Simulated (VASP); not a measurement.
AlPt in VASP: the effect of Hubbard term

Crystal: AlPt.

```
Pt Al
1.0
     4.87893    0.00000    0.00000
     0.00000    4.87893    0.00000
     0.00000    0.00000    4.87893
Pt Al
4 4
Direct
  0.84494 0.65506 0.34494
  0.65506 0.34494 0.84494
  0.34494 0.84494 0.65506
  0.15506 0.15506 0.15506
  0.15597 0.34403 0.65597
  0.34403 0.65597 0.15597
  0.65597 0.15597 0.34403
  0.84403 0.84403 0.84403
```

The cell is a database's computed one.

Alike in all runs:

```yaml
Program: VASP 6.6.1
Task: single point
Functional: PBEsol
Potentials_or_basis: VASP PAW PBE potentials, release 64 (Pt, Al)
Cutoff: 520 eV
k_mesh: 5 × 5 × 5
Occupations: fermi-dirac, width 0.05 eV
Spin: no spin polarisation
Further_INCAR_settings: ALGO = Fast; EDIFF = 1e-06; NBANDS = 36
```

Problem. One run gave: pressure -7.3 GPa; largest force 0.07 eV/Å. Which Hubbard term did it use?
A. Pt d U = 8 eV
B. none
C. Pt d U = 6 eV
D. Pt d U = 4 eV
E. Pt d U = 2 eV

Solution. D.

```tsv
Hubbard term	pressure (GPa)	largest force (eV/Å)
none	-1.3	0.05
Pt d U = 2 eV	-4.2	0.06
Pt d U = 3 eV	-5.7	0.06
Pt d U = 4 eV	-7.3	0.07
Pt d U = 5 eV	-9.1	0.09
Pt d U = 6 eV	-10.9	0.11
Pt d U = 8 eV	-14.9	0.15
```

Caveats: the PAW data sets were made with another functional, which shifts forces and pressure a little; U without spin polarisation on a metal has little footing (some runs); the U is typed as a test and isn't derived for this compound (some runs).
